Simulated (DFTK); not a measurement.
## C in DFTK: convergence with k mesh

Crystal: C.

```xyz
1
Lattice="4.0777 0.0000 0.0000 0.0000 4.0777 0.0000 0.0000 0.0000 1.2288" Properties=species:S:1:pos:R:3 pbc="T T T"
C     2.0388    2.0388    0.6144
```

The cell was built by a generator and needn't be a form met in nature.

The cell isn't the ideal one: cell squeezed.

* Program: DFTK 0.8.2
* Task: convergence study
* Functional: PBE
* Potentials or basis: dojo.nc.sr.pbe.v0_5.standard.upf (PBE)
* Cutoff: 1116 eV
* k mesh: 1 × 1 × 3
* Occupations: fermi-dirac, width 0.1 eV
* Spin: collinear spin, ferromagnetic start
* Starting moments: [0.5] μB

These are the settings of the first run; the series varies k mesh, with any setting tied to it.

Hardware: 1 thread of AMD EPYC 9R45 96-Core Processor (Zen 5), with other jobs on the host.

```csv
k mesh,"energy less the tightest run, at zero smearing (meV/atom)",pressure (GPa),absolute moment (μB),SCF cycles
1 × 1 × 3,2779.94,28.84,0.66,18
2 × 2 × 6,-397.75,12.52,0.00,7
3 × 3 × 9,176.06,15.73,0.10,13
4 × 4 × 12,184.99,15.97,0.20,10
4 × 4 × 15,86.03,15.28,0.00,9
5 × 5 × 18,-24.83,14.67,0.00,8
7 × 7 × 22,-9.09,14.77,0.00,8
8 × 8 × 26,0.00,14.82,0.00,8
```

Against the tightest run, the pressure stays within 0.1 GPa from 7 × 7 × 22 on; the absolute moment stays within 0.02 μB from 4 × 4 × 15 on. Not settled before the last step: the energy (to 1 meV/atom). Meshes of other sizes hit other points, so gaps and Fermi surfaces needn't settle smoothly. The tightest run that finished is the yardstick and may itself not be fully converged.
